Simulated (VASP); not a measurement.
**Au: band structure with TPSS**

The system is Au.

```
CELL_PARAMETERS angstrom
0.00000 2.03500 2.03500
2.03500 0.00000 2.03500
2.03500 2.03500 0.00000
ATOMIC_POSITIONS crystal
Au 0.00000 0.00000 0.00000
```

| Item | Value |
| --- | --- |
| Program | VASP 6.6.1 |
| Task | band structure |
| Functional | TPSS |
| Potentials or basis | VASP PAW PBE potentials, release 64 (Au) |
| Cutoff | 520 eV |
| k mesh | 11 × 11 × 11 |
| Occupations | fermi-dirac, width 0.05 eV |
| Spin | no spin polarisation |
| Further INCAR settings | ALGO = Normal; EDIFF = 1e-06 |

The pressure is 6.3 GPa and the band gap along the path is none (metal or under the smearing width).

Levels at the corners of the path, in eV from the Fermi level:
```csv
point,band 3,band 4,band 5,band 6,band 7,band 8
Γ,-4.81,-4.81,-3.27,-3.27,14.49,18.60
X,-2.09,-1.70,-1.70,1.00,5.95,10.11
X,-2.09,-1.70,-1.70,1.00,5.95,10.11
W,-5.29,-3.43,-1.70,4.90,6.37,6.37
W,-5.29,-3.43,-1.70,4.90,6.37,6.37
K,-3.94,-2.98,-2.16,3.97,4.72,7.48
K,-3.94,-2.98,-2.16,3.97,4.72,7.48
Γ,-4.81,-4.81,-3.27,-3.27,14.49,18.60
Γ,-4.81,-4.81,-3.27,-3.27,14.49,18.60
L,-4.86,-2.04,-2.04,-1.08,3.18,13.86
L,-4.86,-2.04,-2.04,-1.08,3.18,13.86
U,-3.94,-2.98,-2.16,3.97,4.72,7.48
U,-3.94,-2.98,-2.16,3.97,4.72,7.48
W,-5.29,-3.43,-1.70,4.90,6.37,6.37
W,-5.29,-3.43,-1.70,4.90,6.37,6.37
L,-4.86,-2.04,-2.04,-1.08,3.18,13.86
L,-4.86,-2.04,-2.04,-1.08,3.18,13.86
K,-3.94,-2.98,-2.16,3.97,4.72,7.48
U,-3.94,-2.98,-2.16,3.97,4.72,7.48
X,-2.09,-1.70,-1.70,1.00,5.95,10.11
```

Wall time 48 s on 1 thread of Intel(R) Xeon(R) Platinum 8559C (Emerald Rapids), with other jobs on the host, peak memory 0.15 GiB.

Caveat: the PAW data sets were made with another functional, which shifts forces and pressure a little; spin-orbit coupling is left out, which moves the levels of the heavy elements.
